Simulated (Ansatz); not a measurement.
Ribbons are cut from the relaxed Ge monolayer (P-3m1, bond 2.43 Å, gap on the mesh 0.00 eV); N counts dimer lines (armchair) or zigzag chains, and the edge energy is per length, the mean of both edges over the sheet.

Computed with DFT PBE, scalar-relativistic, plane waves, PAW in Ansatz.

Plane waves to 420 eV, a k mesh through Γ of 1×1×22 on the computed 8-atom cell and Gaussian smearing (0.05 eV); collinear spin from starting moments 0 0 0 -1 1 0 0 0 μB.

Start (zigzag, N = 4, edge spins started opposed):

```yaml
crystal:
  lattice:
    - [20.70000, 0.00000, 0.00000]
    - [0.00000, 10.00000, 0.00000]
    - [0.00000, 0.00000, 4.04383]
  atoms:
    - { symbol: Ge, position: [0.27442, 0.46610, 0.00000] }
    - { symbol: Ge, position: [0.44361, 0.46610, 0.50000] }
    - { symbol: Ge, position: [0.61279, 0.46610, 0.00000] }
    - { symbol: Ge, position: [0.78197, 0.46610, 0.50000] }
    - { symbol: Ge, position: [0.21803, 0.53390, 0.50000] }
    - { symbol: Ge, position: [0.38721, 0.53390, 0.00000] }
    - { symbol: Ge, position: [0.55639, 0.53390, 0.50000] }
    - { symbol: Ge, position: [0.72558, 0.53390, 0.00000] }
```

Problem. What does the relaxation give?

Solution. The free energy falls by 2 meV/atom.

```
edge energy (eV/Å)               : 0.237
period (Å)                       : 4.029
gap on the mesh (eV)             : 0.30
size of the moment (μB per cell) : 0.00
```

Relaxed structure:
```
CELL_PARAMETERS angstrom
20.70000 0.00000 0.00000
0.00000 10.00000 0.00000
0.00000 0.00000 4.02861
ATOMIC_POSITIONS crystal
Ge 0.27221 0.46223 0.00000
Ge 0.44379 0.46062 0.50000
Ge 0.61353 0.47700 0.00000
Ge 0.78402 0.46080 0.50000
Ge 0.21598 0.53920 0.50000
Ge 0.38647 0.52300 0.00000
Ge 0.55621 0.53938 0.50000
Ge 0.72779 0.53777 0.00000
```

It took 11 min on 4 threads of Intel(R) Xeon(R) Platinum 8259CL CPU @ 2.50GHz (Skylake/Cascade Lake), on a shared host, peak memory 2.2 GiB.